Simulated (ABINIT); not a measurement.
Runs of ABINIT 10.8.3 (patched build) on LiCl. Symmetry: Fm-3m, No. 225, cubic system. Conventional cell: a = 5.130 Å, b = 5.130 Å, c = 5.130 Å, α = 90.00°, β = 90.00°, γ = 90.00°. Cl (site symmetry m-3m) is surrounded by 6 Li at 2.56 Å. Li (site symmetry m-3m) has 6 Cl at 2.56 Å as nearest neighbours. 

| task | level | potentials or basis | k mesh | cutoff (eV) | fine-grid cutoff | dispersion computed by | mesh quality | gap on the mesh (eV) | pressure (GPa) | V0 of scaled cells (Å³/atom) | B0 (GPa) |
| --- | --- | --- | --- | --- | --- | --- | --- | --- | --- | --- | --- |
| single point | PBE | JTH PAW PBE v2.0 | 4 × 4 × 4 | 680 | 1278.94 eV | - | coarse | 6.32 | 0.5 | - | - |
| single point | LDA | JTH PAW LDA v2.0 | 5 × 5 × 5 | 680 | 1278.94 eV | - | coarse | 5.98 | (c) | - | - |
| equation of state | PBE | JTH PAW PBE v2.0 | 9 × 9 × 9 | 844 | 1442.2 eV | - | not flagged | - | - | 17.13 | (a) |
| band structure | r2SCAN | SG15 NC PBE v1.2 | 9 × 9 × 9 | 1197 | - | - | not flagged | (b) | -0.2 | - | - |
| equation of state | PBE | PseudoDojo NC SR PBE v0.4.1 standard | 9 × 9 × 9 | 1007 | - | - | not flagged | - | - | 17.08 | 32 |
| band structure | LDA | PseudoDojo NC SR LDA v0.4 stringent | 9 × 9 × 9 | 1306 | - | - | not flagged | 5.99 | -3.3 | - | - |
| single point | PBEsol | JTH PAW PBE v2.0 | 5 × 5 × 5 | 680 | 1278.94 eV | - | coarse | 6.12 | -1.3 | - | - |

Alike in all rows: no spin polarisation; cell as given; smearing fermi-dirac 0.05 eV.

Q: Estimate the missing entries.

A: (a) 33; (b) 7.14; (c) -3.2.

Caveats: some runs use coarse meshes; pressures at fixed basis lie under the slope of the energies (some runs); a meta-GGA on norm-conserving files made for a GGA shifts volumes by about 1 % (some runs); the potentials were made for another functional, which shifts forces and pressure (some runs); the PAW data sets were made with another functional, which shifts forces and pressure a little (some runs).

A k mesh can miss the band edges.
